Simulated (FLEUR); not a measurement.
FeO (Wuestite): band structure with LDA

**What was measured.**

From “W\"ustite: Electric, thermodynamic and optical properties of FeO”, 2012, arxiv:1203.1201, for a bulk crystal of FeO: band gap 2.4 eV (optical).

FeO (Wuestite):

```
Fe O
1.0
     0.00000    2.15540    2.15540
     2.15540    0.00000    2.15540
     2.15540    2.15540    0.00000
Fe O
1 1
Direct
  0.00000 0.00000 0.00000
  0.50000 0.50000 0.50000
```

* Program: FLEUR MaX-R8.1 (later development tree)
* Task: band structure
* Functional: LDA
* Potentials or basis: all-electron
* Basis: FLAPW
* Kmax: 4.58 1/bohr
* k mesh: 11 × 11 × 11
* Occupations: fermi-dirac, width 0.05 eV
* Spin: collinear spin, ferromagnetic start
* Starting moments: [3.0, 0.0] μB
* Gmax: 14.2 1/bohr
* Muffin-tin radii: Fe 2.14, O 1.63 bohr
* lmax: Fe 9, O 8
* lnonsphr: Fe 9, O 8
* Local orbitals a species: Fe 5, O 3
* Max iterations: 60
* Mixing factor: 0.05
* Mixer: Anderson
* Mixer history: 15
* Density convergence: 1e-05 me/bohr^3

- Band gap along the path: none (metal or under the smearing width)
- Net moment: 4.00 μB per cell
- Site moments: Fe +3.57; O +0.32 μB
- Valence electrons inside the program's atomic spheres: Fe 14.21; O 5.20 (radii Fe 2.14, O 1.63 bohr)

Levels at the corners of the path, in eV from the Fermi level:
Spin up:
| point | band 11 | band 12 | band 13 | band 14 | band 15 | band 16 |
| --- | --- | --- | --- | --- | --- | --- |
| Γ | -3.75 | -3.48 | -3.48 | 0.07 | 15.12 | 16.86 |
| X | -2.62 | -2.62 | -2.56 | 5.13 | 8.57 | 10.67 |
| W | -2.68 | -2.62 | -1.56 | 7.30 | 8.84 | 8.84 |
| K | -2.49 | -2.27 | -1.55 | 6.63 | 8.59 | 8.61 |
| Γ | -3.75 | -3.48 | -3.48 | 0.07 | 15.12 | 16.86 |
| L | -2.36 | -0.20 | -0.20 | 3.95 | 8.34 | 12.30 |
| U | -2.49 | -2.27 | -1.55 | 6.63 | 8.59 | 8.61 |
| W | -2.68 | -2.62 | -1.56 | 7.30 | 8.84 | 8.84 |
| L | -2.36 | -0.20 | -0.20 | 3.95 | 8.34 | 12.30 |
| K | -2.49 | -2.27 | -1.55 | 6.63 | 8.59 | 8.61 |
| U | -2.49 | -2.27 | -1.55 | 6.63 | 8.59 | 8.61 |
| X | -2.62 | -2.62 | -2.56 | 5.13 | 8.57 | 10.67 |
Spin down:
```
point  band 5  band 6  band 7  band 8  band 9  band 10  band 11  band 12  band 13  band 14
    Γ  -19.92   -3.25   -3.25   -3.25   -0.74    -0.74    -0.74     0.00     0.00     0.87
    X  -18.68   -6.87   -4.42   -4.42   -2.14     0.55     0.77     0.77     1.01     6.32
    W  -18.57   -6.09   -6.09   -5.57   -0.03    -0.03     0.78     0.91     1.66     8.48
    K  -18.59   -6.50   -6.13   -4.87   -0.81     0.59     0.69     1.16     1.61     7.76
    Γ  -19.92   -3.25   -3.25   -3.25   -0.74    -0.74    -0.74     0.00     0.00     0.87
    L  -18.67   -8.04   -5.20   -5.20    0.41     0.41     0.62     2.68     2.68     4.55
    U  -18.59   -6.50   -6.13   -4.87   -0.81     0.59     0.69     1.16     1.61     7.76
    W  -18.57   -6.09   -6.09   -5.57   -0.03    -0.03     0.78     0.91     1.66     8.48
    L  -18.67   -8.04   -5.20   -5.20    0.41     0.41     0.62     2.68     2.68     4.55
    K  -18.59   -6.50   -6.13   -4.87   -0.81     0.59     0.69     1.16     1.61     7.76
    U  -18.59   -6.50   -6.13   -4.87   -0.81     0.59     0.69     1.16     1.61     7.76
    X  -18.68   -6.87   -4.42   -4.42   -2.14     0.55     0.77     0.77     1.01     6.32
```

Core levels (eV from the Fermi level):
| atom | levels |
| --- | --- |
| 1 Fe | 1s1/2 -6975.3, 2s1/2 -811.8, 2p1/2 -700.0, 2p3/2 -687.6 |
| 2 O | 1s1/2 -503.3 |

It took 60 s on 1 thread of Arm Neoverse V2, with other jobs on the host, peak memory 0.06 GiB.

Against the measured gap of FeO, 2.4 eV (optical; quoted in “W\"ustite: Electric, thermodynamic and optical properties of FeO”, 2012, arxiv:1203.1201), the calculated 0.00 eV is off by -2.40 eV. So large a miss can be the level of theory's own, or it may mean another phase, state or a wrong row. The value is that of LDA, without temperature or zero-point motion. Semilocal functionals fall short of measured gaps as a rule. The run's magnetic order (collinear spin, ferromagnetic start) needn't be the measured crystal's.

Caveat: a cell with one magnetic atom can't hold antiferromagnetic order, which such compounds often take; semilocal functionals often make such compounds metallic where correlation or magnetic order opens a gap, which also shifts bond lengths.
